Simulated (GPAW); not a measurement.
# ZnSe (Stilleite) (F-43m) in GPAW: convergence with bands over plane waves of the response

Aim: find how far bands over plane waves of the response must go before the results for ZnSe (Stilleite) settle, at PBE. This setting moves, with any that are tied to it; all else stays.

Program: GPAW 26.7.0. These are calculated values, not measurements. Logs are shortened: lines on timing, memory, paths and dates and some standing lists are left out, and cuts for length are marked. The log counts tension as positive stress, the text compression.

## Step 1: Starting point

The structure is cubic, space group F-43m (No. 216). The conventional cell has a = 5.668 Å, b = 5.668 Å, c = 5.668 Å, α = 90.00°, β = 90.00°, γ = 90.00°. Around Se (site symmetry -43m) lie 4 Zn at 2.45 Å. Zn (site symmetry -43m) is surrounded by 4 Se at 2.45 Å.

## Step 2: With bands over plane waves of the response 0.15

Contents of run.py:

```python
import json
import numpy as np
from ase.dft.bandgap import bandgap
from ase.io import read, write
from gpaw import GPAW, PW
from gpaw.response.g0w0 import G0W0

atoms = read('ZnSe.xyz')

calc = GPAW(mode=PW(500),
            xc='PBE',
            kpts={'size': (4, 4, 4), 'gamma': True},
            occupations={'name': 'fermi-dirac', 'width': 0.001},
            nbands=18,
            convergence={'density': 1e-06},
            maxiter=150,
            txt='gpaw.txt')
atoms.calc = calc
energy = atoms.get_potential_energy()
calc.write('gs.gpw')
write('result.traj', atoms)
print(f'Energy: {energy:.6f} eV')
print('Fermi level:', round(calc.get_fermi_level(), 4), 'eV')
print(f'Gap: {bandgap(calc)[0]:.4f} eV, direct: {bandgap(calc, direct=True)[0]:.4f} eV')

calc.diagonalize_full_hamiltonian(nbands=24)
calc.write('full.gpw', mode='all')

ibz = calc.get_ibz_k_points()
gap, vbm, cbm = bandgap(calc, output=None)
gap, direct, _ = bandgap(calc, direct=True, output=None)
gamma = int(np.abs(ibz).sum(1).argmin())
kpts = sorted({gamma, vbm[1], cbm[1], direct[1]})
gw = G0W0(calc='full.gpw',
          filename='gw',
          ecut=120,
          ecut_extrapolation=False,
          relbands=(-1, 1),
          kpts=kpts,
          integrate_gamma='WS',
          nbands=20,
          ppa=True)
gw.calculate()
results = {mode: {key: np.asarray(r[key]).tolist() for key in ['f', 'eps', 'vxc', 'exx', 'sigma', 'Z', 'qp', 'sigma_eskn']}
           for mode, r in gw.all_results.items()}
json.dump({'kpts': ibz[kpts].tolist(), 'results': results}, open('gw.json', 'w'))
for mode, r in results.items():
    f, qp = np.array(r['f']), np.array(r['qp'])
    print(mode, 'quasiparticle energies (eV):')
    print(qp.round(3))
    print(mode, 'gap:', round(qp[f < 0.5].min() - qp[f > 0.5].max(), 4), 'eV')
```

Contents of ZnSe.xyz:

```xyz
2
Lattice="0.0000000000 2.8338000000 2.8338000000 2.8338000000 0.0000000000 2.8338000000 2.8338000000 2.8338000000 0.0000000000" Properties=species:S:1:pos:R:3 pbc="T T T"
Se     4.2507000000      4.2507000000      4.2507000000
Zn     0.0000000000      0.0000000000      0.0000000000
```

Potentials or basis: GPAW PAW data sets (gpaw-data 1.2.1), pw.

Launch:

```console
$ OMP_NUM_THREADS=1 python run.py
```

gpaw.txt:

```text
__  _  _
 | _ |_)|_||  |
 |__||  | ||/\| - 26.7.0

Input parameters:
  mode=PW(ecut=500.0),
  convergence={'density': 1e-06},
  kpts=MonkhorstPack(size=(4, 4, 4), gamma=True),
  maxiter=150,
  nbands=18,
  occupations=Occupations(name='fermi-dirac', width=0.001),
  xc=XC(name='PBE')

Diagonalizing LCAO Hamiltonian
Converting LCAO to pw mode

                    Se

       Zn

Atoms  # Å, Bohr magnetons
|   | symbol |        x |        y |        z |    initial magnetic moments |
|---|--------|----------|----------|----------|-----------------------------|
| 0 |     Se | 4.250700 | 4.250700 | 4.250700 | ( 0.0000,  0.0000,  0.0000) |
| 1 |     Zn | 0.000000 | 0.000000 | 0.000000 | ( 0.0000,  0.0000,  0.0000) |

Unit cell  # Å
| periodic |        x |        y |        z |  lengths |    angles |
|----------|----------|----------|----------|----------|-----------|
|      yes | 0.000000 | 2.833800 | 2.833800 | 4.007598 | 60.000000 |
|      yes | 2.833800 | 0.000000 | 2.833800 | 4.007598 | 60.000000 |
|      yes | 2.833800 | 2.833800 | 0.000000 | 4.007598 | 60.000000 |

Number of symmetries: 24
Symmetry operations  # r_c * U_cc + t_c -> r_c
|    | kind |            matrix            |
|----|------|------------------------------|
|  0 |  E   |  1, 0, 0,  0, 1, 0,  0, 0, 1 |
|  1 |  σ   |  1, 0, 0,  0, 0, 1,  0, 1, 0 |
|  2 |  σ   |  1, 0,-1,  0, 1,-1,  0, 0,-1 |
|  3 |  C3  |  1, 0,-1,  0, 0,-1,  0, 1,-1 |
|  4 |  C3  |  1,-1, 0,  0,-1, 1,  0,-1, 0 |
|  5 |  σ   |  1,-1, 0,  0,-1, 0,  0,-1, 1 |
|  6 |  σ   |  0, 1, 0,  1, 0, 0,  0, 0, 1 |
|  7 |  C3  |  0, 1, 0,  0, 0, 1,  1, 0, 0 |
|  8 |  C2  |  0, 1,-1,  1, 0,-1,  0, 0,-1 |
|  9 |  S4  |  0, 1,-1,  0, 0,-1,  1, 0,-1 |
| 10 |  C3  |  0, 0, 1,  1, 0, 0,  0, 1, 0 |
| 11 |  σ   |  0, 0, 1,  0, 1, 0,  1, 0, 0 |
| 12 |  S4  |  0, 0,-1,  1, 0,-1,  0, 1,-1 |
| 13 |  C3  |  0, 0,-1,  0, 1,-1,  1, 0,-1 |
| 14 |  S4  |  0,-1, 1,  1,-1, 0,  0,-1, 0 |
| 15 |  C2  |  0,-1, 1,  0,-1, 0,  1,-1, 0 |
| 16 |  C3  |  0,-1, 0,  1,-1, 0,  0,-1, 1 |
| 17 |  S4  |  0,-1, 0,  0,-1, 1,  1,-1, 0 |
| 18 |  S4  | -1, 1, 0, -1, 0, 1, -1, 0, 0 |
| 19 |  C3  | -1, 1, 0, -1, 0, 0, -1, 0, 1 |
| 20 |  C3  | -1, 0, 1, -1, 1, 0, -1, 0, 0 |
| 21 |  S4  | -1, 0, 1, -1, 0, 0, -1, 1, 0 |
| 22 |  σ   | -1, 0, 0, -1, 1, 0, -1, 0, 1 |
| 23 |  C2  | -1, 0, 0, -1, 0, 1, -1, 1, 0 |

BZ-sampling:
  Number of BZ points: 64
  Number of IBZ points: 8

  Monkhorst-Pack size: [4, 4, 4]
  Monkhorst-Pack shift: [0.125, 0.125, 0.125]

K-points  # in reciprocal-cell coordinates
|   |                                coordinates |     weight |
|---|--------------------------------------------|------------|
| 0 | (  0.00000000,   0.00000000,   0.00000000) | 0.01562500 |
| 1 | (  0.25000000,   0.25000000,   0.00000000) | 0.09375000 |
| 2 | (  0.25000000,   0.25000000,   0.25000000) | 0.12500000 |
| 3 | (  0.50000000,   0.25000000,  -0.25000000) | 0.09375000 |
| 4 | (  0.50000000,   0.25000000,   0.25000000) | 0.18750000 |
| 5 | (  0.50000000,   0.50000000,   0.00000000) | 0.04687500 |
| 6 | (  0.50000000,   0.50000000,   0.25000000) | 0.37500000 |
| 7 | (  0.50000000,   0.50000000,   0.50000000) | 0.06250000 |

Plane wave coefficients: 1174
Cutoff: 500.0 eV

Spin-components: 1 (collinear spins)
Bands:           18
Projectors:      11
Spin-degeneracy: 2
Datatype:        complex128

Density:
  Valence electrons: 18.0
  Components: 1
  Grid points: [21 21 21]
  Charge: 0.0  # |e|

Potential:
  Grid points: [21 21 21]

species:
  Se:
    name:    Selenium
    Z:       34.0
    valence: 6
    core:    28
    charge:  0.0  # [|e|]
    compensation charges:
      type: gauss
      rc: 0.27  # [Å]
      lmax: 2
    cutoffs:
      filter: 1.77  # [Å]
      core: 2.67  # [Å]
    projectors
    | kind |    occ | energy [eV] | rcut [Å] |
    |------|--------|-------------|----------|
    |   4s |  2.000 |     -17.277 |    0.847 |
    |   4p |  4.000 |      -6.512 |    1.005 |
    |    s |        |       9.935 |    0.847 |
    |    p |        |      20.699 |    1.005 |
    |    d |        |       0.000 |    0.847 |

    Using partial waves for Se as LCAO basis

  Zn:
    name:    Zinc
    Z:       30.0
    valence: 12
    core:    18
    charge:  0.0  # [|e|]
    compensation charges:
      type: gauss
      rc: 0.37  # [Å]
      lmax: 2
    cutoffs:
      filter: 2.14  # [Å]
      core: 2.28  # [Å]
    projectors
    | kind |    occ | energy [eV] | rcut [Å] |
    |------|--------|-------------|----------|
    |   4s |  2.000 |      -5.977 |    1.286 |
    |   4p |  0.000 |      -1.117 |    1.270 |
    |   3d | 10.000 |     -10.142 |    1.180 |
    |    s |        |      21.234 |    1.286 |
    |    p |        |      26.095 |    1.270 |
    |    d |        |      17.070 |    1.180 |

    Using partial waves for Zn as LCAO basis

Reference energy: -114964.858784  # eV

eigensolver:
  PPCG
  Converge bands: occupied
  niter=2

density mixing:
  MSR1-Mixer
  Pratt-step length: 0.05
  Maximum mixing coefficient: 0.75
  Old densities: 10
  SVD Regularization: 0.005
  Good broyden scale: 1.0
  Trust region scale: 1.0
  Backstep threshold: 4.0
  History deletion threshold: 6.0
  Fourier metric: weight=20.0, sigma=0.015

occupation numbers:
  Fermi-Dirac:
    width: 0.0010  # eV

poisson solver:
  ecut: 4000.0  # eV

xc functional:
  name: PBE with 2 nearest neighbor stencil

convergence criteria:
- Maximum integral of absolute [dens]ity change: 1e-06 electrons / valence electron
- Maximum [total energy] change in last 3 cyles: 0.0005 eV / valence electron
- Maximum integral of absolute [eigenst]ate change: 4e-08 eV^2 / valence electron
maximum number of iterations: 150

SCF iterations
|iter     | |      energy | eigst |  dens |
|---------|-|-------------|-------|-------|
|iter:   1| |   -6.283977 | -0.30 |       |
|iter:   2| |   -6.223321 | -2.22 | -1.23 |
|iter:   3| |   -6.028786 | -1.62 | -1.27 |
|iter:   4| |   -6.028383 | -2.63 | -1.82 |
|iter:   5| |   -6.029435c| -3.75 | -2.30 |
|iter:   6| |   -6.029386c| -4.22 | -2.88 |
|iter:   7| |   -6.029407c| -5.29 | -3.52 |
|iter:   8| |   -6.029412c| -6.15 | -3.90 |
|iter:   9| |   -6.029412c| -8.20c| -5.06 |
|iter:  10| |   -6.029412c| -7.89c| -5.49 |
|iter:  11| |   -6.029412c| -9.11c| -6.40c|

Converged in 11 steps
Energy contributions relative to reference atoms: (reference = -114964.858784)

Energy contributions:
  Kinetic:          13.622480
  Coulomb:         -11.476943
  Zero:             -0.050400
  External:          0.000000
  Xc:               -8.124550
  Entropy:          -0.000000
  Spinorbit:         0.000000
  ----------------------------
  Free energy:      -6.029412
  Extrapolated:     -6.029412

dipole moment: (-7.083996, -7.083996, -7.083996)  # |e|*Ang

Fermi level: 4.355
Eigenvalues  # (at kpt = [0.000, 0.000, 0.000])
| band index |      eig [eV] | occ [0-2] |
|------------|---------------|-----------|
|          0 |        -9.339 |     2.000 |
|          1 |        -2.643 |     2.000 |
|          2 |        -2.643 |     2.000 |
|          3 |        -2.643 |     2.000 |
|          4 |        -2.280 |     2.000 |
|          5 |        -2.280 |     2.000 |
|          6 |         3.902 |     2.000 |
|          7 |         3.902 |     2.000 |
|          8 |         3.902 |     2.000 |
|          9 |         5.188 |     0.000 |
|         10 |         9.692 |     0.000 |
|         11 |         9.692 |     0.000 |
|         12 |         9.692 |     0.000 |
|         13 |        13.848 |     0.000 |
|         14 |        15.358 |     0.000 |
|         15 |        15.358 |     0.000 |
|         16 |        16.955 |     0.000 |
|         17 |        16.955 |     0.000 |

Gap: 1.286 eV
Transition (v -> c):
  (s=0, k=0, n=8, [0.00, 0.00, 0.00]) -> (s=0, k=0, n=9, [0.00, 0.00, 0.00])
No difference between direct/indirect transitions
# Writing to gs.gpw (mode='')

Matrix size: 1174x1174
# Writing to full.gpw (mode='all')
```

Wall time 28 s (1 thread of Arm Neoverse V1, shared host); peak memory 0.36 GiB.

What came out:

```yaml
Free_energy: -6.0294 eV
Band_gap_on_the_k_mesh_mean-field_level: 1.29 eV, direct
Quasiparticle_gap: 2.53 eV
Least_direct_quasiparticle_gap: 2.53 eV
```

## Step 3: With bands over plane waves of the response 0.25

Edit run.py of step 2 so:

```diff
@@ -25,3 +25,3 @@
 
-calc.diagonalize_full_hamiltonian(nbands=24)
+calc.diagonalize_full_hamiltonian(nbands=37)
 calc.write('full.gpw', mode='all')
@@ -40,3 +40,3 @@
           integrate_gamma='WS',
-          nbands=20,
+          nbands=33,
           ppa=True)
```

ZnSe.xyz is that of step 2.

Potentials or basis: GPAW PAW data sets (gpaw-data 1.2.1), pw.

Launch:

```console
$ OMP_NUM_THREADS=1 python run.py
```

Run time: 34 s. Hardware: 1 thread of Arm Neoverse V1, shared host; peak memory 0.36 GiB.

The run converged. Its results:

- Free energy: -6.0294 eV
- Band gap on the k mesh, mean-field level: 1.29 eV, direct
- Quasiparticle gap: 2.44 eV
- Least direct quasiparticle gap: 2.44 eV

## Step 4: With bands over plane waves of the response 0.4

Edit run.py of step 3 so:

```diff
@@ -25,3 +25,3 @@
 
-calc.diagonalize_full_hamiltonian(nbands=37)
+calc.diagonalize_full_hamiltonian(nbands=58)
 calc.write('full.gpw', mode='all')
@@ -40,3 +40,3 @@
           integrate_gamma='WS',
-          nbands=33,
+          nbands=54,
           ppa=True)
```

ZnSe.xyz is that of step 3.

Launch:

```console
$ OMP_NUM_THREADS=1 python run.py
```

It took 44 s on 1 thread of Arm Neoverse V1, shared host; peak memory 0.36 GiB.

Results (log left out):

| Item | Value |
| --- | --- |
| Free energy | -6.0294 eV |
| Band gap on the k mesh, mean-field level | 1.29 eV, direct |
| Quasiparticle gap | 2.43 eV |
| Least direct quasiparticle gap | 2.43 eV |

## Step 5: With bands over plane waves of the response 0.6

Edit run.py of step 4 so:

```diff
@@ -25,3 +25,3 @@
 
-calc.diagonalize_full_hamiltonian(nbands=58)
+calc.diagonalize_full_hamiltonian(nbands=85)
 calc.write('full.gpw', mode='all')
@@ -40,3 +40,3 @@
           integrate_gamma='WS',
-          nbands=54,
+          nbands=81,
           ppa=True)
```

ZnSe.xyz is that of step 4.

Launch:

```console
$ OMP_NUM_THREADS=1 python run.py
```

It took 54 s on 1 thread of Arm Neoverse V1, shared host; peak memory 0.36 GiB.

It converged, with:

```yaml
Free_energy: -6.0294 eV
Band_gap_on_the_k_mesh_mean-field_level: 1.29 eV, direct
Quasiparticle_gap: 2.42 eV
Least_direct_quasiparticle_gap: 2.42 eV
```

## Step 6: With bands over plane waves of the response 0.8

Edit run.py of step 5 so:

```diff
@@ -25,3 +25,3 @@
 
-calc.diagonalize_full_hamiltonian(nbands=85)
+calc.diagonalize_full_hamiltonian(nbands=112)
 calc.write('full.gpw', mode='all')
@@ -40,3 +40,3 @@
           integrate_gamma='WS',
-          nbands=81,
+          nbands=108,
           ppa=True)
```

ZnSe.xyz is that of step 5.

Potentials or basis: GPAW PAW data sets (gpaw-data 1.2.1), pw.

Launch:

```console
$ OMP_NUM_THREADS=1 python run.py
```

Wall time 65 s (1 thread of Arm Neoverse V1, shared host); peak memory 0.37 GiB.

It converged, with:

```
Free energy                              : -6.0294 eV
Band gap on the k mesh, mean-field level : 1.29 eV, direct
Quasiparticle gap                        : 2.43 eV
Least direct quasiparticle gap           : 2.43 eV
```

## Step 7: With bands over plane waves of the response 1

Edit run.py of step 6 so:

```diff
@@ -25,3 +25,3 @@
 
-calc.diagonalize_full_hamiltonian(nbands=112)
+calc.diagonalize_full_hamiltonian(nbands=139)
 calc.write('full.gpw', mode='all')
@@ -40,3 +40,3 @@
           integrate_gamma='WS',
-          nbands=108,
+          nbands=135,
           ppa=True)
```

ZnSe.xyz is that of step 6.

Launch:

```console
$ OMP_NUM_THREADS=1 python run.py
```

It took 77 s on 1 thread of Arm Neoverse V1, shared host; peak memory 0.37 GiB.

Results (log left out):

- Free energy: -6.0294 eV
- Band gap on the k mesh, mean-field level: 1.29 eV, direct
- Quasiparticle gap: 2.43 eV
- Least direct quasiparticle gap: 2.43 eV

## Step 8: With bands over plane waves of the response 1.4

Edit run.py of step 7 so:

```diff
@@ -25,3 +25,3 @@
 
-calc.diagonalize_full_hamiltonian(nbands=139)
+calc.diagonalize_full_hamiltonian(nbands=193)
 calc.write('full.gpw', mode='all')
@@ -40,3 +40,3 @@
           integrate_gamma='WS',
-          nbands=135,
+          nbands=189,
           ppa=True)
```

ZnSe.xyz is that of step 7.

Launch:

```console
$ OMP_NUM_THREADS=1 python run.py
```

It took 99 s on 1 thread of Arm Neoverse V1, shared host; peak memory 0.38 GiB.

It converged, with:

| Item | Value |
| --- | --- |
| Free energy | -6.0294 eV |
| Band gap on the k mesh, mean-field level | 1.29 eV, direct |
| Quasiparticle gap | 2.42 eV |
| Least direct quasiparticle gap | 2.42 eV |

## Step 9: Summary

```csv
bands over plane waves of the response,quasiparticle gap at the points computed (eV),SCF cycles,CPU time (s),peak memory (GiB)
0.15,2.529,11,28,0.36
0.25,2.443,11,34,0.36
0.4,2.425,11,44,0.36
0.6,2.424,11,54,0.36
0.8,2.430,11,65,0.37
1,2.426,11,77,0.37
1.4,2.424,11,99,0.38
```

Against the tightest run, the quasiparticle gap at the points computed stays within 0.05 eV from 0.25 on. The tightest run that finished is the yardstick and may itself not be fully converged.

Caveats: all runs use coarse meshes; the quasiparticle gap is taken among the few k points that were corrected; the long-wavelength limit can be off by several per cent where d states take part.
